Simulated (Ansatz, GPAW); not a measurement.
## Ge: 3 runs at one level of theory

```
Ge
1.0
     1.29700   -2.41411    0.00000
     1.29700    2.41411    0.00000
     0.00000    0.00000    2.50482
Ge
1
Direct
  0.50000 0.50000 0.00000
```

This isn't the form of Ge at room conditions, which is diamond.

Alike in all runs: task electrostatic potential; functional r2SCAN; dispersion D4; k mesh 11 × 11 × 10; occupations fermi-dirac, width 0.05 eV; no spin polarisation; no spin-orbit coupling. Pressure is positive in compression and, in plane waves, holds the error of the finite cutoff, which Ansatz's Pulay term estimates and takes out.

```tsv
program and potentials	plane-wave cutoff (eV)	notes	pressure (GPa)
Ansatz, Ansatz PAW	500	potentials made for PBE, which Ansatz adapts in part; 14 valence electrons an atom on average; Pulay term of +0.07 GPa included	17.79
Ansatz, PAW datasets made for the crystal	300	14 valence electrons an atom on average	17.75
GPAW, GPAW PAW data sets (gpaw-data 1.2.1)	600	potentials made for PBE; 4 valence electrons an atom on average	17.63
```

The pressure spans 17.63 (GPAW, GPAW PAW data sets (gpaw-data 1.2.1)) to 17.79 GPa (Ansatz, Ansatz PAW). The cell lies far from this level's equilibrium.

Differences between rows come from potentials, basis sets and numerical settings, since the functional is the same but for its coding. Runs on potential files found faulty are left out.
